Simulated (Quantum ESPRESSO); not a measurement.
The system is Pt.

```xyz
1
Lattice="0.0000 1.9609 1.9609 1.9609 0.0000 1.9609 1.9609 1.9609 0.0000" Properties=species:S:1:pos:R:3 pbc="T T T"
Pt    0.0000    0.0000    0.0000
```

* Program: Quantum ESPRESSO 7.5
* Task: single point
* Functional: PBEsol
* Potentials or basis: GBRV 1.5 PBEsol
* Cutoff: 612 eV
* Density cutoff: 4898 eV
* k mesh: 12 × 12 × 12
* Occupations: fermi-dirac, width 0.05 eV
* Spin: no spin polarisation

On this cell: pressure -1.8 GPa; band gap on the k mesh none (metal or under the smearing width).

The same run follows on a disturbed copy (cell strained at random at fixed volume):

```
CELL_PARAMETERS angstrom
-0.01330 1.93575 1.94453
1.97104 0.00303 1.92819
2.00088 1.94926 -0.02681
ATOMIC_POSITIONS crystal
Pt 0.98674 0.01995 0.00694
```

**Question.** What does the disturbed cell give?

**Answer.** The energy (extrapolated to zero smearing) moves by +2.3 meV/atom; pressure -1.7 GPa; band gap on the k mesh none (metal or under the smearing width).

Stress tensor (GPa, compression positive):
```
-2.68 -0.59  1.34
-0.59 -1.20  0.59
 1.34  0.59 -1.15
```
